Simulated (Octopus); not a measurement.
Crystal: NaI.

```xyz
2
Lattice="0.0000 3.2364 3.2364 3.2364 0.0000 3.2364 3.2364 3.2364 0.0000" Properties=species:S:1:pos:R:3 pbc="T T T"
I     3.2364    3.2364    3.2364
Na    0.0000    0.0000    0.0000
```

Base run:

```yaml
Program: Octopus 16.4
Functional: PBE
Potentials_or_basis: pseudodojo_pbe (PseudoDojo 0.5, PBE)
Grid_spacing: 0.131 Å
k_mesh: 7 × 7 × 7
Occupations: fermi-dirac, width 0.05 eV
Spin: no spin polarisation
```

Its results: band gap on the k mesh 3.64 eV, direct.

Q: The run is repeated on the same cell with these changes: functional from PBE to PBEsol; potentials or basis from pseudodojo_pbe (PseudoDojo 0.5, PBE) to pseudodojo_pbesol (PseudoDojo 0.4, PBEsol). What comes out?

A: Band gap on the k mesh 3.51 eV, direct.

Caveats: spin-orbit coupling is left out, which moves the levels of the heavy elements; an odd mesh through Γ misses points on the zone boundary, where band edges often lie.

Not every run made on this cell is shown here.
